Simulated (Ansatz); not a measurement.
Relaxed bulk SnO:

```cif
data_structure
_symmetry_space_group_name_H-M 'P4/nmm:1'
_symmetry_Int_Tables_number 129
_cell_length_a 3.8080
_cell_length_b 3.8080
_cell_length_c 4.9341
_cell_angle_alpha 90.000
_cell_angle_beta 90.000
_cell_angle_gamma 90.000
_cell_volume 71.55
loop_
_atom_site_label
_atom_site_type_symbol
_atom_site_symmetry_multiplicity
_atom_site_Wyckoff_symbol
_atom_site_fract_x
_atom_site_fract_y
_atom_site_fract_z
_atom_site_occupancy
Sn1 Sn 2 c 0.00000 0.50000 0.23247 1
O1 O 2 a 0.00000 0.00000 0.00000 1
```

Miller indices refer to the conventional cell of P4/nmm (No. 129), a = 3.808 Å, b = 3.808 Å, c = 4.934 Å, α = 90.00°, β = 90.00°, γ = 90.00°. The bulk's gap is 0.36 eV.

Consider the (101) slab of 12 planes, 10.6 Å thick with 15 Å of vacuum as cut; outer planes O (top) and O (bottom), all atoms relaxed.

The calculation used DFT r2SCAN, scalar-relativistic, plane waves, PAW (Ansatz). Plane waves to 500 eV, a k mesh through Γ of 9×6×1 on the computed 16-atom cell and Gaussian smearing (0.05 eV); no spin polarisation. The cell repeats along c with a dipole correction in the vacuum.

Question: Estimate the surface energy (mean of both faces).

Answer: 0.43 J/m².

Question: Predict the gap of the slab on the mesh.

Answer: 0.75 eV.

Question: Estimate the bulk valence band top under the vacuum level.

Answer: 4.33 eV.

Question: Give the bulk conduction band bottom under the vacuum level.

Answer: 3.97 eV.

Question: The top two planes lie 0.754 Å apart in the bulk. How does relaxation change this?

Answer: The spacing becomes 0.650 Å (-13.8 %).

An odd mesh misses points on the zone edge, so a gap read on it can be too wide. Gaps are read on the k points sampled, so a band crossing between them can be missed.